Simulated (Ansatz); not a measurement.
Wanted: the native input for an Ansatz 0.2.0 run.

```yaml
Task: single point
Functional: PBEsol
Potentials_or_basis: Ansatz PAW
Cutoff: "420 eV (not typed: the program's choice for these potentials)"
k_mesh: 8 × 8 × 5
Occupations: fermi-dirac, width 0.05 eV
Spin: collinear spin, ferromagnetic start
Starting_moments: "[3.0, 0.0, 0.0] μB"
Fixed_moment: 3 μB
```

The system is FeSi2 (Linzhiite).

```
Fe Si
1.0
     2.68400    0.00000    0.00000
     0.00000    2.68400    0.00000
     0.00000    0.00000    5.12800
Fe Si
1 2
Cartesian
  0.0000 0.0000 0.0000
  1.3420 1.3420 3.7434
  1.3420 1.3420 1.3846
```

These files were run (other wordings do the same):

input.yaml

```yaml
crystal:
  lattice:
    - [2.684, 0.0, 0.0]
    - [0.0, 2.684, 0.0]
    - [0.0, 0.0, 5.128]
  atoms:
    - { symbol: Fe, position: [0.0, 0.0, 0.0], spin: 3.0 }
    - { symbol: Si, position: [0.5, 0.5, 0.73] }
    - { symbol: Si, position: [0.5, 0.5, 0.27] }
hamiltonian:
  xc: pbesol
  pseudopotentials: { kind: paw }
magnetization:
  spin_polarized: true
  initial_magnetization: 3.0
  spin_locking: { lock_magnetization: hard }
kpoints:
  mp_grid: { grid: [8, 8, 5] }
scf:
  occupations: { method: fermi_dirac, width: 0.05 }
  lower_state_search: "off"
output:
  forces: true
  stress: true
  eigenvalues: true
```

Potentials or basis: Ansatz PAW.

The run is started by

```console
$ ansatz run input.yaml --threads 2 --pin off --max-ram 5632MiB --backend cpu --events-out ev --progress --plain --runs-dir out
```

Results of the run:

```yaml
Pressure: 23.2 GPa
Largest_force: 1.786 eV/Å
Net_moment: 3.00 μB per cell
Absolute_moment: 3.02 μB per cell
Site_moments: Fe +2.27; Si +0.15 μB
```

Caveat: the total moment is fixed, so each spin has its own Fermi level; the PAW data sets come from PBE, with cores solved anew for the run's functional, which leaves a small shift of forces and pressure; forces of over 1 eV/Å show positions far from the minimum, so gaps and moduli don't describe the material at rest; the thresholds are loose for stress.

Run time: 5.8 s on 2 threads of AMD EPYC 7R43 64-Core Processor (Zen 3), with other jobs on the host, peak memory 0.38 GiB.
